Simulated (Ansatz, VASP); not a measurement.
# BAs in two plane-wave programs

One calculation is typed for both programs; each brings its own data sets and cutoff. How far apart do they land?

Calculated with Ansatz 0.2.0; plane waves, with VASP 6.6.1 beside it; single point at PBE, spin-orbit coupling.

### 1. Starting point

The structure is cubic, space group F-43m (No. 216). Conventional cell: a = 4.777 Å, b = 4.777 Å, c = 4.777 Å, α = 90.00°, β = 90.00°, γ = 90.00°. As has 4 B at 2.07 Å nearest. Nearest to B lie 4 As at 2.07 Å. Farther neighbours are not listed.

Coordinates:

```cif
data_structure
_symmetry_space_group_name_H-M 'F-43m'
_symmetry_Int_Tables_number 216
_cell_length_a 4.7770
_cell_length_b 4.7770
_cell_length_c 4.7770
_cell_angle_alpha 90.000
_cell_angle_beta 90.000
_cell_angle_gamma 90.000
_cell_volume 109.01
loop_
_atom_site_label
_atom_site_type_symbol
_atom_site_symmetry_multiplicity
_atom_site_Wyckoff_symbol
_atom_site_fract_x
_atom_site_fract_y
_atom_site_fract_z
_atom_site_occupancy
As1 As 4 c 0.25000 0.25000 0.25000 1
B1 B 4 a 0.00000 0.00000 0.00000 1
```

### 2. Ansatz: single point, PBE, spin-orbit coupling

Ansatz runs on its fully relativistic PAW (standard-fr) files.

A single point gives forces, pressure and levels at one fixed geometry, so differences don't come from the geometry; what else differs is listed under the comparison.

input.yaml

```yaml
crystal:
  lattice:
    - [0.0, 2.3885, 2.3885]
    - [2.3885, 0.0, 2.3885]
    - [2.3885, 2.3885, 0.0]
  atoms:
    - { symbol: As, position: [0.75, 0.75, 0.75] }
    - { symbol: B, position: [0.0, 0.0, 0.0] }
hamiltonian:
  xc: pbe
  pseudopotentials: { kind: paw_fr }
magnetization:
  noncollinear: true
  spin_orbit: true
kpoints:
  mp_grid: { grid: [5, 5, 5] }
scf:
  occupations: { method: gaussian, width: 0.01 }
  n_extra_bands: 8
output:
  forces: true
  stress: true
  eigenvalues: true
```

Command:

```console
ansatz run input.yaml --threads 2 --pin off --max-ram 4608MiB --backend cpu --events-out ev --progress --plain --runs-dir out
```

Numbers of over 12 decimals in the logs are rounded to 6 here.

Output:

```text
scf.n_extra_bands = 8 over 18 filled bands (N_el = 18.0): the run solves 26 bands
Engine: ansatz 0.2.0, aarch64-unknown-linux-gnu
Pseudopotentials: kind: paw_fr
Pseudopotential: As, paw_fr, valence charge 15, recommended cutoff 420 eV (normal), As.paw.azcp#standard-fr
Pseudopotential: B, paw_fr, valence charge 3, recommended cutoff 420 eV (normal), B.paw.azcp#standard-fr
Functional definition: PBE
  parameter kappa = 0.804
  parameter beta = 0.066725
  exchange = pbe_x(kappa = kappa, mu = beta*pi^2/3)
  correlation = pbe_c(beta = beta)
non-collinear run that drives no moment, with spin-orbit: no starting moment large enough to seed its density (crystal.atoms[].spin), no starting occupations that ask for one, no magnetisation constraint and no magnetic field, so the semilocal B_xc is pinned to zero
Crystal: 2 atoms, lattice volume = 27.252 Å³
Basis set: ecut = 420 eV, 531 PW (Γ), exchange–correlation on 48×48×48 points (8 copies of the dense FFT grid, shifted against one another)
Bands: 26, of which v1, the nominal top of the filled ones, is band 18 counted from 1 (17 counted from 0)
Symmetry: 24 space group operations + 24 with time reversal
Magnetic group: BNS 216.75 (UNI 1577), of the structure as read, at distance tolerance 3.0e-5 Å
k-points: 10 of 125 (time reversal used)
Projection manifold: j_resolved (fully-relativistic pseudo-atomic orbitals)
Non-local potential: As, projectors of the file, l = 0: 2, l = 1: 4, l = 2: 6, l = 3: 2
Non-local potential: B, projectors of the file, l = 0: 2, l = 1: 4, l = 2: 2
PAW form: soft (Blöchl's): semilocal exchange-correlation on the pseudo side does not see the compensation charge
PAW one-centre angular grid: As, 590 points (default); XC on 64 Gauss nodes
PAW one-centre angular grid: B, 110 points (default); XC on 64 Gauss nodes
Initial density: superposition of atomic densities (chi_scale 0.1, normalization cell, long waves kept (reshape's long-wave potential 0.00 eV rms))
Initial wavefunctions: pseudopotential atomic-orbital guess
Functional: x = pbe(κ = 0.804, μ = 0.219515), c = pbe(β = 0.066725)
SCF iter   1: F=—  HF=-5012.825108 eV  |F-HF|=—  |Δ(HF+E_count)|=         —  Δρ=7.90e-2  dr2=2.14e0  dr2_m=0.00e0 (ungated)  ethr=3.10e-3  |M|=0.00e0 ∫|m|=0.00e0 μB  |m|>n=0.0e0 m-floor=0.0e0 τ_xc=0.0e0  β_m=0.30  ⟨swp⟩=7.1  Hψ=1341  notcnv=0
preconditioner: auto → none  [insulator: Δε(μ)=1.699 eV  Ē_g=12.445 eV  σ=0.010 eV  W_gap=1.00  n_scr=8 (ndim 8)  ℏωp=20.1 eV  f_vac=0.000  D(μ)=0.00/eV (n_scr^D=0)  ε∞_Penn≈3.6]
SCF iter   2: F=—  HF=-5012.260938 eV  |F-HF|=—  |Δ(HF+E_count)|=   5.64e-1  Δρ=3.75e-2  dr2=3.75e-1  dr2_m=0.00e0 (ungated)  ethr=3.10e-3  |M|=0.00e0 ∫|m|=0.00e0 μB  |m|>n=0.0e0 m-floor=0.0e0 τ_xc=0.0e0  β_m=0.39  ⟨swp⟩=2.2  Hψ=452  notcnv=0  defer=28
SCF iter   3: F=—  HF=-5012.172847 eV  |F-HF|=—  |Δ(HF+E_count)|=   8.81e-2  Δρ=1.40e-2  dr2=3.65e-2  dr2_m=0.00e0 (ungated)  ethr=2.08e-3  |M|=0.00e0 ∫|m|=0.00e0 μB  |m|>n=0.0e0 m-floor=0.0e0 τ_xc=0.0e0  β_m=0.54  ⟨swp⟩=2.0  Hψ=336  notcnv=0  defer=28
SCF iter   4: F=—  HF=-5012.170586 eV  |F-HF|=—  |Δ(HF+E_count)|=   2.26e-3  Δρ=2.02e-3  dr2=6.05e-4  dr2_m=0.00e0 (ungated)  ethr=2.03e-4  |M|=0.00e0 ∫|m|=0.00e0 μB  |m|>n=0.0e0 m-floor=0.0e0 τ_xc=0.0e0  β_m=0.56  ⟨swp⟩=2.6  Hψ=332  notcnv=0  defer=28
SCF iter   5: F=—  HF=-5012.170751 eV  |F-HF|=—  |Δ(HF+E_count)|=   1.65e-4  Δρ=4.83e-4  dr2=2.87e-5  dr2_m=0.00e0 (ungated)  ethr=3.36e-6  |M|=0.00e0 ∫|m|=0.00e0 μB  |m|>n=0.0e0 m-floor=0.0e0 τ_xc=0.0e0  β_m=0.70  ⟨swp⟩=2.5  Hψ=390  notcnv=0  defer=28
SCF iter   6: F=—  HF=-5012.170771 eV  |F-HF|=—  |Δ(HF+E_count)|=   2.00e-5  Δρ=4.62e-5  dr2=3.90e-7  dr2_m=0.00e0 (ungated)  ethr=1.59e-7  |M|=0.00e0 ∫|m|=0.00e0 μB  |m|>n=0.0e0 m-floor=0.0e0 τ_xc=0.0e0  β_m=0.85  ⟨swp⟩=2.1  Hψ=336  notcnv=0  defer=28
SCF iter   7: F=-5012.170771 eV  HF=-5012.170771 eV  |F-HF|=3.18e-9  |Δ(HF+E_count)|=   1.77e-7  Δρ=5.90e-6  dr2=5.13e-9  dr2_m=0.00e0 (ungated)  ethr=5.56e-10  |M|=0.00e0 ∫|m|=0.00e0 μB  |m|>n=0.0e0 m-floor=0.0e0 τ_xc=0.0e0  ⟨swp⟩=9.9  Hψ=1196  notcnv=0
SCF 1 converged in 7 iterations: F = -5012.170771 eV  dr2 = 5.13e-9
  greatest PAW one-centre occupation: 0.999 electrons in one spin orbital (limit 2), on the As atom at site 0 (counted from 0), in its partial waves of l = 2
SCF converged after 7 iterations
Magnetization: |M| = 0.0000 μB,  M = (+0.0000, +0.0000, +0.0000) μB
Absolute magnetization: 0.0000 μB (∫|m|)
  site 0: m = (+0.0000, +0.0000, +0.0000) μB, |m| = 0.0000 μB  (R = 0.85 Å)
  site 1: m = (+0.0000, +0.0000, +0.0000) μB, |m| = 0.0000 μB  (R = 0.85 Å)
Free energy (F): -5012.170771 eV
Harris-Foulkes:  -5012.170771 eV  (|F-HF|=3.18e-9)
Internal energy: -5012.170771 eV  (E = F + TS)
E sigma→0 (E₀):  -5012.170771 eV
Fermi energy:    11.762424 eV
--- Per-component energies (eV) ---
  E_band       = -209.891370
  E_kinetic    = 152.387425
  E_local      = -1694.430258  (includes V_loc(G=0)·N_el)
  E_nonlocal   = -657.553718
  E_hartree    = 940.412753
  E_xc         = -111.448377
  E_vxc        = -117.682468  (∫ρ·V_xc dr)
  E_paw        = -1915.763607  (= ΣΔE_a)
  E_vpaw       = 226.561058  (= ΣTr[D̂ρ^β])
  E_aug_tail   = 0.000007  (compensation charges beyond the density's cutoff)
  E_ewald      = -1725.774997
  E_smearing   = -0.000000  (= −TS)
  E_closure    = 0.000000  (closes the sum)
  Σ components = -5012.170771   (vs F -5012.170771, Δ=0.00e0)
--- Forces (eV/Å), atoms counted from 1 ---
  atom   1  As     0.00000000     0.00000000     0.00000000
  atom   2  B     -0.00000000     0.00000000    -0.00000000
  max |Σ_I F_I| component: 6.66e-16 eV/Å
--- Stress (GPa, compression-positive) ---
        2.918220      -0.000000       0.000000
       -0.000000       2.918220       0.000000
       -0.000000       0.000000       2.918220
  P = ⅓ Tr σ = 2.9182 GPa (29.182 kbar)
--- Band table (eV; the first three rows and the last of 10) ---
  k-point 0: bands = [... 14 lower, 11.2055, 11.2055, 11.2055, 11.2055, 14.2748, 14.2748, 14.4879, 14.4879, ... 4 higher]
  k-point 1: bands = [... 14 lower, 10.1929, 10.1929, 10.3308, 10.3328, 14.3447, 14.3447, 15.4651, 15.4651, ... 4 higher]
  k-point 2: bands = [... 14 lower, 9.3555, 9.3555, 9.4995, 9.5006, 13.8912, 13.8912, 15.9187, 15.9187, ... 4 higher]
  k-point 9: bands = [... 14 lower, 5.6173, 5.7282, 6.9425, 7.0223, 15.5528, 15.5760, 16.4505, 16.4614, ... 4 higher]
```

The job ended after 2 s (2 threads of Arm Neoverse N1, shared host; peak memory 0.33 GiB).

The run ends at a pressure of 2.92 GPa.

### 3. VASP: single point, PBE, spin-orbit coupling

The same cell, functional, mesh and smearing now go to VASP, with its own data sets and cutoff.

Lines of VASP's logs that name or quote its potential files are left out, and so is its time.

INCAR

```
SYSTEM = BAs
PREC = Accurate
ENCUT = 340
EDIFF = 1E-08
NELM = 100
ISMEAR = 0
SIGMA = 0.01
LREAL = .FALSE.
ALGO = Normal
GGA = PE
LNONCOLLINEAR = .TRUE.
MAGMOM = 0 0 0 0 0 0
NBANDS = 20
GGA_COMPAT = .FALSE.
LASPH = .TRUE.
LSORBIT = .TRUE.
LORBIT = 11
LWAVE = .TRUE.
LCHARG = .FALSE.
KPAR = 8
```

POSCAR

```
BAs
1.0
    0.0000000000      2.3885000000      2.3885000000
    2.3885000000      0.0000000000      2.3885000000
    2.3885000000      2.3885000000      0.0000000000
As B
1 1
Direct
    0.7500000000      0.7500000000      0.7500000000
    0.0000000000      0.0000000000      0.0000000000
```

KPOINTS

```
Automatic mesh
0
Gamma
5 5 5
0 0 0
```

Potentials, in the order of the species: As_GW and B_GW (PBE family, release 64).

Command:

```console
mpirun -np 8 vasp_ncl
```

Output:

```text
[banner, memory and clock lines left out]
running    8 mpi-ranks, on    1 nodes
 distrk:  each k-point on    1 cores,    8 groups
 distr:  one band on    1 cores,    1 groups

 POSCAR found type information on POSCAR AsB
 POSCAR found :  2 types and       2 ions
|                                                                             |
|           W    W    AA    RRRRR   N    N  II  N    N   GGGG   !!!           |
|           W    W   A  A   R    R  NN   N  II  NN   N  G    G  !!!           |
|           W    W  A    A  R    R  N N  N  II  N N  N  G       !!!           |
|           W WW W  AAAAAA  RRRRR   N  N N  II  N  N N  G  GGG   !            |
|           WW  WW  A    A  R   R   N   NN  II  N   NN  G    G                |
|           W    W  A    A  R    R  N    N  II  N    N   GGGG   !!!           |
|                                                                             |
|     For optimal performance we recommend to set                             |
|       NCORE = 2 up to number-of-cores-per-socket                            |
|     NCORE specifies how many cores store one orbital (NPAR=cpu/NCORE).      |
|     This setting can greatly improve the performance of VASP for DFT.       |
|     The default, NCORE=1 might be grossly inefficient on modern             |
|     multi-core architectures or massively parallel machines. Do your        |
|     Unfortunately you need to use the default for GW and RPA                |
|     calculations (for HF NCORE is supported but not extensively tested      |
|     yet).                                                                   |
|                                                                             |

 LDA part: xc-table for (Slater+PW92), standard interpolation
 POSCAR, INCAR and KPOINTS ok, starting setup
 FFT: planning ... GRIDC
 FFT: planning ... GRID_SOFT
 FFT: planning ... GRID
 WAVECAR not read
 entering main loop
       N       E                     dE             d eps       ncg     rms          rms(c)
DAV:   1     0.143928069423E+02    0.14393E+02   -0.26205E+03   560   0.552E+02
DAV:   2    -0.106674422119E+02   -0.25060E+02   -0.22575E+02   804   0.128E+02
DAV:   3    -0.119933415908E+02   -0.13259E+01   -0.13104E+01   692   0.275E+01
DAV:   4    -0.120319745357E+02   -0.38633E-01   -0.38619E-01   828   0.495E+00
DAV:   5    -0.120321618074E+02   -0.18727E-03   -0.18727E-03   684   0.284E-01    0.405E+00
DAV:   6    -0.114218566800E+02    0.61031E+00   -0.44801E-01   740   0.696E+00    0.170E+00
DAV:   7    -0.113669024790E+02    0.54954E-01   -0.15953E-01   740   0.288E+00    0.764E-01
DAV:   8    -0.113593905364E+02    0.75119E-02   -0.18176E-02   664   0.110E+00    0.129E-01
DAV:   9    -0.113590374337E+02    0.35310E-03   -0.10529E-03   692   0.313E-01    0.520E-02
DAV:  10    -0.113592178980E+02   -0.18046E-03   -0.27901E-04   644   0.111E-01    0.406E-02
DAV:  11    -0.113592396078E+02   -0.21710E-04   -0.23001E-05   696   0.466E-02    0.104E-02
DAV:  12    -0.113592399541E+02   -0.34631E-06   -0.58860E-06   708   0.199E-02    0.241E-03
DAV:  13    -0.113592402300E+02   -0.27590E-06   -0.12004E-06   640   0.799E-03    0.448E-04
DAV:  14    -0.113592403555E+02   -0.12544E-06   -0.42066E-08   864   0.163E-03    0.394E-04
DAV:  15    -0.113592404659E+02   -0.11043E-06   -0.37913E-09   456   0.604E-04    0.153E-04
DAV:  16    -0.113592404781E+02   -0.12167E-07   -0.37255E-09   416   0.437E-04    0.333E-05
DAV:  17    -0.113592404663E+02    0.11729E-07   -0.35814E-10   364   0.218E-04    0.104E-05
DAV:  18    -0.113592404640E+02    0.23644E-08   -0.46684E-11   356   0.811E-05
   1 F= -.11359240E+02 E0= -.11359240E+02  d E =-.766372E-16  mag=     0.0000     0.0000     0.0000
 writing wavefunctions
```

Parts of OUTCAR (step 3):

```text
ion  position               nearest neighbor table
   1  0.750  0.750  0.750-   2 2.07   2 2.07   2 2.07   2 2.07
   2  0.000  0.000  0.000-   1 2.07   1 2.07   1 2.07   1 2.07

  LATTYP: Found a face centered cubic cell.
 ALAT       =     4.7770000000

 Subroutine GETGRP returns: Found 24 space group operations
 (whereof 24 operations were pure point group operations)

The static configuration has the point symmetry T_d .

 Found     14 irreducible k-points:

   k-points           NKPTS =     14   k-points in BZ     NKDIM =     14   number of bands    NBANDS=     20

   dimension x,y,z NGX =    20 NGY =   20 NGZ =   20
   dimension x,y,z NGXF=    40 NGYF=   40 NGZF=   40

   ENCUT  =  340.0 eV  24.99 Ry    5.00 a.u.   5.08  5.08  5.08*2*pi/ulx,y,z

   NELECT =       8.0000    total number of electrons

 k-points in reciprocal lattice and weights: Automatic mesh
   0.00000000  0.00000000  0.00000000       0.008
   0.20000000  0.00000000  0.00000000       0.032
  -0.20000000  0.00000000  0.00000000       0.032
   0.40000000  0.00000000  0.00000000       0.032
  -0.40000000  0.00000000  0.00000000       0.032
   0.20000000  0.20000000  0.00000000       0.048
   0.40000000  0.20000000  0.00000000       0.096
  -0.40000000 -0.20000000  0.00000000       0.096
  -0.40000000  0.20000000  0.00000000       0.096
[...]
-0.40000000  0.40000000  0.00000000       0.096
  -0.40000000  0.40000000  0.20000000       0.192

 average (electrostatic) potential at core
       1 -48.7198       2 -26.7265

 E-fermi :   6.2981

 k-point     1 :       0.0000    0.0000    0.0000
  band No.  band energies     occupation
    ...
      4       6.0402      1.00000
      5       6.2454      1.00000
      6       6.2454      1.00000
      7       6.2454      1.00000
      8       6.2454      1.00000
      9       9.3084      0.00000
     10       9.3084      0.00000
     11       9.5232      0.00000
     12       9.5232      0.00000
     13       9.5232      0.00000
    ...

 k-point     2 :       0.2000    0.0000    0.0000
  band No.  band energies     occupation
    ...
      4       2.4117      1.00000
      5       5.2338      1.00000
      6       5.2338      1.00000
      7       5.3692      1.00000
      8       5.3713      1.00000
      9       9.3734      0.00000
     10       9.3734      0.00000
     11      10.4972      0.00000
     12      10.4972      0.00000
     13      10.6294      0.00000
    ...

 k-point     3 :      -0.2000    0.0000    0.0000
  band No.  band energies     occupation
    ...
      4       2.4117      1.00000
      5       5.2338      1.00000
      6       5.2338      1.00000
      7       5.3692      1.00000
      8       5.3713      1.00000
      9       9.3734      0.00000
     10       9.3734      0.00000
     11      10.4972      0.00000
     12      10.4972      0.00000
     13      10.6294      0.00000
    ...

  Total        0.5116524      0.5116524      0.5116524      0.0000000      0.0000000      0.0000000
  in kB       30.0801385     30.0801385     30.0801385      0.0000000      0.0000000      0.0000000
  external PRESSURE =      30.0801385 kB  Pullay stress =       0.0000000 kB

  energy-cutoff  :      340.00
  volume of cell :       27.25
      direct lattice vectors                 reciprocal lattice vectors
     0.000000000  2.388500000  2.388500000    -0.209336404  0.209336404  0.209336404
     2.388500000  0.000000000  2.388500000     0.209336404 -0.209336404  0.209336404
     2.388500000  2.388500000  0.000000000     0.209336404  0.209336404 -0.209336404

 POSITION                                       TOTAL-FORCE (eV/Angst)
 -----------------------------------------------------------------------------------
      3.58275      3.58275      3.58275         0.000000      0.000000      0.000000
      0.00000      0.00000      0.00000        -0.000000     -0.000000     -0.000000
 -----------------------------------------------------------------------------------
    total drift:                               -0.000001     -0.000001     -0.000001

  FREE ENERGIE OF THE ION-ELECTRON SYSTEM (eV)
  ---------------------------------------------------
  free  energy   TOTEN  =       -11.3592404640 eV

  energy  without entropy=      -11.3592404640  energy(sigma->0) =      -11.35924046

 Spin-Orbit-Coupling matrix elements
 Ion:    1  E_soc:     -0.0246368
 Ion:    2  E_soc:     -0.0000065

 total charge
# of ion       s       p       d       tot
------------------------------------------
    1        1.147   1.632   0.088   2.868
    2        0.631   1.129   0.000   1.760
--------------------------------------------------
tot          1.779   2.762   0.088   4.628

 magnetization (x)
# of ion       s       p       d       tot
------------------------------------------
    1       -0.000   0.000  -0.000  -0.000
    2        0.000  -0.000   0.000  -0.000
--------------------------------------------------
tot         -0.000  -0.000  -0.000  -0.000

 magnetization (y)
# of ion       s       p       d       tot
------------------------------------------
    1        0.000   0.000  -0.000   0.000
    2        0.000   0.000   0.000   0.000
--------------------------------------------------
tot          0.000   0.000  -0.000   0.000

 magnetization (z)
# of ion       s       p       d       tot
------------------------------------------
    1       -0.000   0.000   0.000   0.000
    2       -0.000  -0.000   0.000  -0.000
--------------------------------------------------
tot         -0.000  -0.000   0.000  -0.000

[... 3 further parts left out ...]
```

The run ends at a pressure of 3.01 GPa.

### 4. Differences

Known differences besides the potentials themselves: spin-orbit coupling enters by fully relativistic files in Ansatz and inside the spheres in VASP; the data sets hold 18 valence electrons in Ansatz (fully relativistic PAW (standard-fr) files) and 8 in VASP; the cutoff is 420 eV in Ansatz and 340 eV in VASP. Total energies have different zeros and are not compared.

The two programs side by side:

```
              quantity  Ansatz   VASP  difference
gap on the k mesh (eV)   1.114  1.102      +0.012
```

Not compared: the pressure (VASP's GW data sets at this cutoff don't carry it). A gap on the mesh is an upper bound, since the band edges may lie between its points.

### 5. Outcome

| Quantity | Value |
| --- | --- |
| difference in gap on the k mesh (single point, PBE, spin-orbit coupling) | 0.012 eV |

What this shows: The difference in gap on the k mesh is 0.012 eV (single point, PBE, spin-orbit coupling), within the 0.08 eV picked in this series as the mark of a large difference. 1 further run of this series is not shown here. How closely two codes agree says nothing of how well the functional describes the real material.

[Lines on the potential files, build, host, timing and source positions are cut from VASP's logs without a mark.]

[Logs are printed without paths, hosts, clocks, repeated set-up lines and the standing remarks that a program may print on its own settings, such as how far it seeks lower states.]

[Hosts, paths, dates, database ids (printed as entryN), source tags and the programs' standing remarks are cut or masked in the printed files.]
